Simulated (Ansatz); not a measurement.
Consider the formal exchange of groups at a C–C bond: `FC(F)C(F)(F)C(F)C(F)(F)F` + difluoromethane → `FC(F)C(F)C(F)(F)C(F)F` + trifluoromethane.

Calculated with Ansatz (gas phase, PBE0-D4/def2-TZVP geometries, no zero-point term in ΔE). CCSD(T)/CBS adds triple-zeta CCSD(T) − MP2 to the extrapolated MP2 energy (def2 sets, frozen cores). This one scheme is used for every species. Functionals use def2-TZVPP. HSE06 is defined as in plane-wave codes. One conformer a species, not always the lowest.

Q: Is it downhill or uphill in electronic energy at CCSD(T)/CBS, and by how much? (An estimate is asked.)

A: Computed: Downhill: ΔE = -4.2 kcal/mol.

Q: What do these levels give: PBE-D4, HSE06-D4, BHLYP-D4, ωB97X-V, B2PLYP, BLYP, CAM-B3LYP, MP2/def2-SVP, CCSD(T)/def2-SVP, MP2/def2-TZVPP, SCS-MP2/def2-QZVPP, MP2/CBS(def2)? (Best estimate.)

A: The calculation gave: PBE-D4 -4.1, HSE06-D4 -4.1, BHLYP-D4 -4.3, ωB97X-V -3.9, B2PLYP -4.6, BLYP -4.7, CAM-B3LYP -4.5, MP2/def2-SVP -4.4, CCSD(T)/def2-SVP -4.2, MP2/def2-TZVPP -4.4, SCS-MP2/def2-QZVPP -4.4, MP2/CBS(def2) -4.4 kcal/mol.

Largest T1 diagnostic among the species: 0.012.

Leaving LDA and LC-ωPBE aside and taking each functional with its dispersion term where it has one, the values, not all of them listed here, spread over 1.0 kcal/mol, from B2PLYP to B97M-V.
